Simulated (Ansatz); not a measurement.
Theory: DFT PBE, scalar-relativistic, plane waves, PAW (Ansatz).

Levels along Γ–X–U | K–Γ–L–W–X, in eV from a zero inside the gap, sorted by energy at each point. Points in fractions of the primitive reciprocal vectors: Γ (0.000 0.000 0.000), X (0.500 0.000 0.500), U (0.625 0.250 0.625), K (0.375 0.375 0.750), L (0.500 0.500 0.500), W (0.500 0.250 0.750).
```tsv
point	k (1/Å, with 2π)	band 7	band 8	band 9	band 10	band 11	band 12	band 13
Γ	0.000	-6.31	-2.19	-2.19	-2.19	4.88	4.88	4.88
-	0.523	-7.37	-2.83	-2.83	-1.81	2.21	4.63	4.63
X	1.046	-7.35	-5.08	-3.40	-3.40	3.81	5.23	5.32
-	1.230	-7.58	-4.98	-3.28	-3.15	3.78	4.85	5.10
U	1.415	-8.04	-4.68	-2.93	-2.54	3.11	3.86	4.76
K	1.415	-8.04	-4.68	-2.93	-2.54	3.11	3.86	4.76
-	1.970	-7.80	-3.08	-1.76	-0.77	1.31	2.34	3.95
Γ	2.524	-6.31	-2.19	-2.19	-2.19	4.88	4.88	4.88
-	2.977	-7.57	-2.05	-2.05	-1.32	2.16	3.02	3.02
L	3.429	-8.83	-1.83	-1.83	-0.25	0.25	1.83	1.83
-	3.799	-8.49	-3.41	-3.02	-1.13	1.40	3.18	3.77
W	4.169	-8.01	-4.34	-4.34	-1.16	2.00	4.43	4.43
-	4.430	-7.71	-4.88	-3.71	-2.44	3.71	3.97	4.98
X	4.691	-7.35	-5.08	-3.40	-3.40	3.81	5.23	5.32
```

The cell has space group Fm-3m, 2 atoms and 20 electrons in the valence of the PAW potentials, and holds 2 elements, among them S; it is relaxed at this level.

Cutoff 420 eV, k mesh 10×10×10. No spin polarisation.

**Question.** Which material gives these bands?

**Answer.** PbS, conventional cell a = 6.010 Å (cubic). Other compounds weren't ruled out.

Spin-orbit coupling is left out, which matters for the bands of heavy elements.

The cell was relaxed from a distorted copy of a database structure.
